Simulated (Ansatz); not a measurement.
Structure: COD 9009651, as refined from experiment and not relaxed.

An input for As: DFT, PBE, all-electron LAPW, scalar-relativistic (Ansatz 0.2.0).

```yaml
crystal:
  lattice:
    - [1.8797494575, 1.0852738553, 3.48577]
    - [-1.8797494575, 1.0852738553, 3.48577]
    - [0.0, -2.1705477106, 3.48577]
  atoms:
    - { symbol: As, position: [0.22754, 0.22754, 0.22754] }
    - { symbol: As, position: [0.77246, 0.77246, 0.77246] }
kpoints:
  mp_grid: { grid: [11, 11, 11] }
  band_path:
    path:
      - [0.0, 0.0, 0.0]
      - [0.5, 0.5, 0.5]
      - [0.768709909, 0.231290091, 0.5]
      - [0.5, -0.231290091, 0.231290091]
      - [0.5, 0.0, 0.0]
      - [0.0, 0.0, 0.0]
      - [0.3656450455, -0.3656450455, 0.0]
      - [0.6343549545, 0.0, 0.3656450455]
      - [0.5, 0.0, 0.5]
    npoints: 8
scf:
  occupations: { method: fermi_dirac, width: 0.03 }
hamiltonian:
  xc: pbe
  pseudopotentials: { kind: all_electron, lapw: { basis_error: 0.00025 } }
output:
  forces: true
  stress: true
  eigenvalues: true
  populations: true
  dos: { projected: true, de: 0.2, e_range: [-14, 8] }
```

Set-up and iterations as logged by Ansatz (the results part is left out, to be predicted):

```
As: projections on atomic orbitals take those of the free atom 1s2 2s2 2p6 3s2 3p6 3d10 4s2 4p3, of charge +0.00 (hamiltonian.pseudopotentials.projection_atoms)
LAPW: plane waves up to 9.403 Å⁻¹, error target 2.5e-4 eV per atom; small_component_spin mean_spin; As in spheres of 1.258 Å, 23 of its electrons in bands, Dirac shells []
Engine: ansatz 0.2.0
Pseudopotentials: kind: all_electron
Pseudopotential: As, LAPW, valence charge 23, Koelling and Harmon's equation, gaussian nucleus
Functional definition: PBE
  parameter kappa = 0.804
  parameter beta = 0.06672455060314922
  exchange = pbe_x(kappa = kappa, mu = beta*pi^2/3)
  correlation = pbe_c(beta = beta)
Crystal: 2 atoms, lattice volume = 42.667 Å³
Basis set: ecut = 336.83227503605605 eV, 593 PW (Γ), FFT grids on a1−a3, a2−a3, a3, exchange–correlation at level 2
Bands: 28, of which v1, the nominal top of the filled ones, is band 23 counted from 1 (22 counted from 0)
Symmetry: 12 space group operations
Space group: R-3m (ITA 166), of the structure as read, at distance tolerance 3.5e-5 Å
k-points: 146 of 1331
Non-local potential: As, projectors of the file, none
Initial density: superposition of atomic densities (chi_scale 0.1, normalization cell)
Initial wavefunctions: plane waves of lowest kinetic energy (no species holds an atomic orbital)
Functional: x = pbe(κ = 0.804, μ = 0.2195149727645171), c = pbe(β = 0.06672455060314922)
iter 1 solved again at ethr=2.67e-4 eV; its pass at ethr=1.00e-1 eV (dr2=1.23e-1 eV) is discarded
SCF iter   1: F=—  HF=-123047.842243 eV  |F-HF|=—  |Δ(HF+E_count)|=         —  Δρ=1.95e-2  dr2=1.23e-1  ethr=2.67e-4  ⟨swp⟩=3.0  Hψ=26499  notcnv=0
SCF iter   2: F=—  HF=-123047.834659 eV  |F-HF|=—  |Δ(HF+E_count)|=   7.58e-3  Δρ=9.42e-3  dr2=2.86e-2  ethr=2.67e-4  ⟨swp⟩=2.0  Hψ=12143  notcnv=0
iter 3 solved again at ethr=3.99e-7 eV; its pass at ethr=6.22e-5 eV (dr2=1.83e-4 eV) is discarded
SCF iter   3: F=—  HF=-123047.834852 eV  |F-HF|=—  |Δ(HF+E_count)|=   1.93e-4  Δρ=5.60e-4  dr2=1.84e-4  ethr=3.99e-7  ⟨swp⟩=2.0  Hψ=20744  notcnv=0
SCF iter   4: F=—  HF=-123047.834503 eV  |F-HF|=—  |Δ(HF+E_count)|=         —  Δρ=1.65e-4  dr2=7.77e-6  ethr=3.99e-7  ⟨swp⟩=2.8  Hψ=11909  notcnv=0
the basis was enlarged: its passes take 498.2 KiB over the memory plan, 1 of 1 planned eigensolver slots
SCF iter   5: F=—  HF=-123047.834492 eV  |F-HF|=—  |Δ(HF+E_count)|=   1.09e-5  Δρ=3.18e-5  dr2=2.59e-7  ethr=1.69e-8  ⟨swp⟩=3.0  Hψ=12429  notcnv=0
SCF iter   6: F=—  HF=-123047.834491 eV  |F-HF|=—  |Δ(HF+E_count)|=   1.25e-6  Δρ=1.08e-5  dr2=4.95e-8  ethr=5.64e-10  ⟨swp⟩=3.0  Hψ=12151  notcnv=0
SCF iter   7: F=-123047.834491 eV  HF=-123047.834491 eV  |F-HF|=1.38e-8  |Δ(HF+E_count)|=   2.13e-8  Δρ=3.97e-6  dr2=8.65e-9  ethr=1.08e-10  ⟨swp⟩=3.0  Hψ=12421  notcnv=0
```

Task: What pressure will this run report?

Result: 3.57 GPa (positive in compression).

Task: How large will the largest force be?

Result: 0.218 eV/Å.

Task: Is there a band gap?

Result: None at this level of theory (metallic, semimetallic, or a small gap that the functional closes).
